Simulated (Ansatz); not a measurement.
CdF2:

```
Cd F
1.0
     0.00000    2.69400    2.69400
     2.69400    0.00000    2.69400
     2.69400    2.69400    0.00000
Cd F
1 2
Direct
  0.00000 0.00000 0.00000
  0.75000 0.75000 0.75000
  0.25000 0.25000 0.25000
```

Base run:

| Quantity | Value |
| --- | --- |
| Program | Ansatz 0.2.0 |
| Functional | r2SCAN0 |
| Potentials or basis | Ansatz PAW |
| Cutoff | 500 eV (not typed: the program's choice for these potentials) |
| k mesh | 5 × 5 × 5 |
| Occupations | fermi-dirac, width 0.05 eV |
| Spin | no spin polarisation |

Its results: band gap on the k mesh 6.52 eV, indirect (least direct gap 7.02 eV); pressure -1.9 GPa.

Problem. The run is repeated on the same cell with these changes: functional from r2SCAN0 to r2SCANh. What comes out?

Solution. Band gap on the k mesh 4.92 eV, indirect (least direct gap 5.38 eV); pressure -0.8 GPa.

Caveats: the k mesh misses the band edges, so the gap on the mesh is wider than the one along the path; the PAW data sets come from PBE, with cores solved anew for the run's functional, which leaves a small shift of forces and pressure; the thresholds are loose for stress.
